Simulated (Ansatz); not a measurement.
# Cu3Au (Auricupride): single point with PBE

Crystal: Cu3Au (Auricupride).

```
CELL_PARAMETERS angstrom
3.74000 0.00000 0.00000
0.00000 3.74000 0.00000
0.00000 0.00000 3.74000
ATOMIC_POSITIONS crystal
Au 0.00000 0.00000 0.00000
Cu 0.50000 0.50000 0.00000
Cu 0.50000 0.00000 0.50000
Cu 0.00000 0.50000 0.50000
```

| Item | Value |
| --- | --- |
| Program | Ansatz 0.2.0 |
| Task | single point |
| Functional | PBE |
| Potentials or basis | Ansatz PAW |
| Cutoff | 420 eV (not typed: the program's choice for these potentials) |
| k mesh | 7 × 7 × 7 |
| Occupations | gaussian, width 0.013 eV |
| Spin | no spin polarisation |

```json
{
 "Pressure": "5.0 GPa",
 "Band gap on the k mesh": "none (metal or under the smearing width)"
}
```

Levels at points of the mesh, in eV from the Fermi level:
```
           k point  band 35  band 36  band 37  band 38  band 39  band 40  band 41  band 42
(0.00, 0.00, 0.00)    -1.28    -1.28    -1.28     1.30     1.30     1.30     6.12     7.64
```

Wall time 1.1 s on 2 threads of Intel(R) Xeon(R) 6975P-C (Granite Rapids) (shared host), peak memory 0.38 GiB.

Spin-orbit coupling is left out, which matters for the levels of Au.
